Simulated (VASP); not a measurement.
**VASP 6.6.1, PBE single-point calculation, CdF2 (strained fluorite)**

INCAR

```
LASPH = .TRUE.
NELM = 120
PREC = Accurate
ISMEAR = -1
ENCUT = 520
SIGMA = 0.02
NSW = 0
NBANDS = 20
LWAVE = .FALSE.
LCHARG = .FALSE.
EDIFF = 1E-7
GGA = PE
ISIF = 2
LREAL = .FALSE.
IBRION = -1
```

KPOINTS

```
KPOINTS created by Atomic Simulation Environment
0
Gamma
8 8 8
0 0 0
```

KPOINTS_OPT

```
special points
7
Reciprocal
0.0000000000 0.0000000000 0.0000000000 1
0.5000000000 0.0000000000 0.5000000000 1
0.6250000000 0.2500000000 0.6250000000 1
0.3750000000 0.3750000000 0.7500000000 1
0.5000000000 0.5000000000 0.5000000000 1
0.5000000000 0.2500000000 0.7500000000 1
0.2447920000 -0.5000000000 -0.2447920000 1
```

POSCAR

```
Cd F
 1.0000000000000000
    -0.0538835536000000    2.6402941273999998    2.6402941273999998
     2.6402941273999998   -0.0538835536000000    2.6402941273999998
     2.6402941273999998    2.6402941273999998   -0.0538835536000000
 Cd  F
   1   2
Cartesian
 -0.0000000000000000 -0.0000000000000000 -0.0000000000000000
  1.3150569201626592  1.3150569201626592  1.3150569201626592
  3.9116477810373400  3.9116477810373400  3.9116477810373409
```

VASP ran with the recommended PBE PAW datasets (26 valence electrons in the cell).

Command

```
mpirun -np 1 vasp_std
```

OSZICAR

```
N       E                     dE             d eps       ncg     rms          rms(c)
DAV:   1     0.197278383492E+03    0.19728E+03   -0.15631E+04  2688   0.133E+03
DAV:   2    -0.431760726405E+01   -0.20160E+03   -0.19387E+03  2824   0.347E+02
DAV:   3    -0.124300459557E+02   -0.81124E+01   -0.80926E+01  2996   0.761E+01
DAV:   4    -0.124633841593E+02   -0.33338E-01   -0.33337E-01  2768   0.504E+00
DAV:   5    -0.124635034117E+02   -0.11925E-03   -0.11925E-03  2980   0.268E-01    0.107E+01
DAV:   6    -0.107603623117E+02    0.17031E+01   -0.38467E+00  3300   0.366E+01    0.786E+00
DAV:   7    -0.108066427403E+02   -0.46280E-01   -0.87644E-01  2688   0.851E+00    0.449E+00
DAV:   8    -0.108011938805E+02    0.54489E-02   -0.12554E-01  2684   0.345E+00    0.688E-01
DAV:   9    -0.107930410671E+02    0.81528E-02   -0.31342E-02  3184   0.233E+00    0.846E-02
DAV:  10    -0.107936142351E+02   -0.57317E-03   -0.28187E-03  2684   0.567E-01    0.117E-01
DAV:  11    -0.107937089083E+02   -0.94673E-04   -0.10041E-04  2844   0.945E-02    0.333E-02
DAV:  12    -0.107937272411E+02   -0.18333E-04   -0.24194E-05  2680   0.470E-02    0.183E-02
DAV:  13    -0.107937290330E+02   -0.17919E-05   -0.64556E-06  2844   0.207E-02    0.297E-03
DAV:  14    -0.107937288806E+02    0.15241E-06   -0.55070E-07  2864   0.909E-03    0.579E-04
DAV:  15    -0.107937289104E+02   -0.29818E-07   -0.53611E-08  2256   0.237E-03
   1 F= -.10793729E+02 E0= -.10793729E+02  d E =-.216460E-11
       N       E                     dE             ncg
DAV:   1     0.282806240986E+04   -0.58053E+04      280
DAV:   2     0.140179705978E+04   -0.14263E+04      320
DAV:   3     0.134328343136E+04   -0.58514E+02      312
DAV:   4     0.134304920483E+04   -0.23423E+00      304
DAV:   5     0.134304835646E+04   -0.84837E-03      304
DAV:   6     0.134304835217E+04   -0.42884E-05      308
DAV:   7     0.134304835215E+04   -0.23579E-07      216
```

From OUTCAR

```
k-points           NKPTS =     65   k-points in BZ     NKDIM =     65   number of bands    NBANDS=     20

   NELECT =      26.0000    total number of electrons

   dimension x,y,z NGX =    28 NGY =   28 NGZ =   28
   dimension x,y,z NGXF=    56 NGYF=   56 NGZF=   56

  energy-cutoff  :      520.00
  volume of cell :       37.94
      direct lattice vectors                 reciprocal lattice vectors
    -0.053883554  2.640294127  2.640294127    -0.183672133  0.187498636  0.187498636
     2.640294127 -0.053883554  2.640294127     0.187498636 -0.183672133  0.187498636
     2.640294127  2.640294127 -0.053883554     0.187498636  0.187498636 -0.183672133

 k-points in reciprocal lattice and weights: KPOINTS created by Atomic Simulation Env
   0.00000000  0.00000000  0.00000000       0.002
   0.12500000  0.00000000  0.00000000       0.012
   0.25000000  0.00000000  0.00000000       0.012
   0.37500000  0.00000000  0.00000000       0.012
   0.50000000  0.00000000  0.00000000       0.006
   0.12500000  0.12500000  0.00000000       0.012
   0.25000000  0.12500000 -0.00000000       0.023
   0.37500000  0.12500000  0.00000000       0.023
   ...

 E-fermi :  -0.6210

 k-point     1 :       0.0000    0.0000    0.0000
  band No.  band energies     occupation
      1     -22.0571      2.00000
      2     -20.8653      2.00000
      3      -6.8017      2.00000
      4      -6.7917      2.00000
      5      -6.7917      2.00000
      6      -5.4504      2.00000
      7      -5.4504      2.00000
      8      -2.1773      2.00000
      9      -2.1020      2.00000
     10      -2.1020      2.00000
     11      -1.5735      2.00000
     12      -1.5735      2.00000
     13      -1.4683      2.00000
     14       2.0999      0.00000
     15      11.5868      0.00000
     16      11.5868      0.00000
     17      12.1588      0.00000
     18      16.8392      0.00000
     19      19.0457      0.00000
     20      19.0457      0.00000

 k-point     2 :       0.1250    0.0000    0.0000
  band No.  band energies     occupation
      1     -22.0042      2.00000
      2     -20.9132      2.00000
      3      -6.7398      2.00000
      4      -6.7290      2.00000
      5      -6.6151      2.00000
      6      -5.4708      2.00000
      7      -5.4693      2.00000
      8      -2.5956      2.00000
      9      -2.2578      2.00000
     10      -2.2206      2.00000
     11      -1.6853      2.00000
     12      -1.5533      2.00000
     13      -1.4749      2.00000
     14       2.6831      0.00000
     15      10.9557      0.00000
     16      11.8367      0.00000
     17      12.3341      0.00000
     18      17.8506      0.00000
     19      18.6192      0.00000
     20      18.7367      0.00000

 k-point     3 :       0.2500    0.0000    0.0000
  band No.  band energies     occupation
      1     -21.8602      2.00000
      2     -21.0439      2.00000
      3      -6.5989      2.00000
      4      -6.5822      2.00000
      5      -6.1348      2.00000
      6      -5.4904      2.00000
      7      -5.4838      2.00000
      8      -3.3563      2.00000
      9      -2.5312      2.00000
     10      -2.5240      2.00000
     11      -2.2203      2.00000
     12      -1.5035      2.00000
     13      -1.4679      2.00000
     14       4.0017      0.00000
     15       9.8211      0.00000
     16      12.4922      0.00000
     17      12.9095      0.00000
     18      17.8880      0.00000
     19      18.1854      0.00000
     20      18.8185      0.00000

 k-point     4 :       0.3750    0.0000    0.0000
  band No.  band energies     occupation
      1     -21.6607      2.00000
      2     -21.2259      2.00000
      3      -6.4810      2.00000
      4      -6.4566      2.00000
      5      -5.5175      2.00000
      6      -5.4400      2.00000
      7      -5.4278      2.00000
      8      -3.8809      2.00000
      9      -2.9905      2.00000
     10      -2.8869      2.00000
     11      -2.8400      2.00000
     12      -1.4551      2.00000
     13      -1.4381      2.00000
     14       5.4504      0.00000
     15       8.7750      0.00000
     16      13.2581      0.00000
     17      13.5660      0.00000
     18      17.3161      0.00000
     19      17.8095      0.00000
     20      18.3124      0.00000

 k-point     5 :       0.5000    0.0000    0.0000
  band No.  band energies     occupation
      1     -21.4754      2.00000
      2     -21.4032      2.00000
      3      -6.4441      2.00000
      4      -6.4165      2.00000
      5      -5.3856      2.00000
      6      -5.3724      2.00000
      7      -5.1716      2.00000
      8      -3.9830      2.00000
      9      -3.4721      2.00000
     10      -3.0545      2.00000
     11      -3.0060      2.00000
     12      -1.4356      2.00000
     13      -1.4231      2.00000
     14       6.2883      0.00000
     15       8.1428      0.00000
     16      13.6284      0.00000
     17      13.8656      0.00000
     18      17.0846      0.00000
     19      17.6849      0.00000
     20      17.9444      0.00000

 k-point     6 :       0.1250    0.1250    0.0000
  band No.  band energies     occupation
      1     -21.9871      2.00000
      2     -20.9276      2.00000
      3      -6.7083      2.00000
      4      -6.6971      2.00000
      5      -6.5664      2.00000
      6      -5.5441      2.00000
      7      -5.4325      2.00000
      8      -2.7066      2.00000
      9      -2.3560      2.00000
     10      -2.3386      2.00000
     11      -1.5717      2.00000
     12      -1.5476      2.00000
     13      -1.4719      2.00000
     14       2.8405      0.00000
     15      10.8869      0.00000
     16      11.8758      0.00000
     17      12.2766      0.00000
     18      17.3579      0.00000
     19      18.8513      0.00000
     20      19.1883      0.00000

 k-point     7 :       0.2500    0.1250   -0.0000
  band No.  band energies     occupation
      1     -21.8767      2.00000
      2     -21.0247      2.00000
      3      -6.5784      2.00000
      4      -6.5607      2.00000
      5      -6.2012      2.00000
      6      -5.6436      2.00000
      7      -5.4199      2.00000
      8      -3.3350      2.00000
      9      -2.6562      2.00000
     10      -2.6270      2.00000
     11      -1.7329      2.00000
     12      -1.5523      2.00000
     13      -1.4418      2.00000
     14       3.8469      0.00000
     15      10.0434      0.00000
     16      12.3026      0.00000
     17      12.7117      0.00000
     18      16.4658      0.00000
     19      18.9921      0.00000
     20      20.1313      0.00000

 k-point     8 :       0.3750    0.1250    0.0000
  band No.  band energies     occupation
      1     -21.7032      2.00000
      2     -21.1793      2.00000
      3      -6.4392      2.00000
      4      -6.4182      2.00000
      5      -5.6589      2.00000
      6      -5.6413      2.00000
      7      -5.3862      2.00000
      8      -3.9358      2.00000
      9      -3.0434      2.00000
     10      -2.9944      2.00000
     11      -2.2188      2.00000
     12      -1.5189      2.00000
     13      -1.4008      2.00000
     14       5.2170      0.00000
     15       9.1530      0.00000
     16      12.8229      0.00000
     17      13.3013      0.00000
     18      15.7037      0.00000
     19      18.5206      0.00000
     20      20.1553      0.00000

 k-point     9 :       0.5000    0.1250    0.0000
  band No.  band energies     occupation
      1     -21.5076      2.00000
      2     -21.3620      2.00000
      3      -6.3868      2.00000
      4      -6.3550      2.00000
      5      -5.4960      2.00000
      6      -5.3846      2.00000
      7      -5.2374      2.00000
      8      -4.2376      2.00000
      9      -3.3684      2.00000
     10      -3.1472      2.00000
     11      -2.6833      2.00000
     12      -1.4836      2.00000
     13      -1.3900      2.00000
     14       6.3252      0.00000
     15       8.4429      0.00000
     16      13.0098      0.00000
     17      13.7616      0.00000
     18      15.4815      0.00000
     19      17.9932      0.00000
     20      19.9102      0.00000

 k-point    10 :      -0.3750    0.1250   -0.0000
  band No.  band energies     occupation
      1     -21.5724      2.00000
      2     -21.3011      2.00000
      3      -6.4219      2.00000
      4      -6.3580      2.00000
      5      -5.4987      2.00000
      6      -5.4105      2.00000
      7      -5.3243      2.00000
      8      -4.2285      2.00000
      9      -3.1890      2.00000
     10      -2.9639      2.00000
     11      -2.7839      2.00000
     12      -1.4726      2.00000
     13      -1.4171      2.00000
     14       6.0184      0.00000
     15       8.6993      0.00000
     16      12.7541      0.00000
     17      13.7926      0.00000
     18      16.0236      0.00000
     19      17.5261      0.00000
     20      19.9594      0.00000

 ...

  Total        2.4254975      2.4254975      2.4254975      0.1398753      0.1398753      0.1398753
  in kB      102.4308980    102.4308980    102.4308980      5.9070585      5.9070585      5.9070585
  external PRESSURE =     102.4308980 kB  Pullay stress =       0.0000000 kB

 POSITION                                       TOTAL-FORCE (eV/Angst)
 -----------------------------------------------------------------------------------
      0.00000      0.00000      0.00000        -0.000000      0.000000     -0.000000
      1.31506      1.31506      1.31506         0.013909      0.013909      0.013909
      3.91165      3.91165      3.91165        -0.013909     -0.013909     -0.013909
 -----------------------------------------------------------------------------------
    total drift:                               -0.000000     -0.000000      0.000000

  FREE ENERGIE OF THE ION-ELECTRON SYSTEM (eV)
  ---------------------------------------------------
  free  energy   TOTEN  =       -10.7937289104 eV

  energy  without entropy=      -10.7937289104  energy(sigma->0) =      -10.79372891
```

```
gap between bands v and c : 3.18 eV
least direct gap          : 3.57 eV
pressure                  : 10.2 GPa
largest force             : 0.02 eV/Å
```

Band v is the last that the valence electrons fill when counted band by band, and c is the next.

The run took about 33 s on one core of a shared host (Intel Xeon Platinum 8488C) and held 0.21 GiB at most.
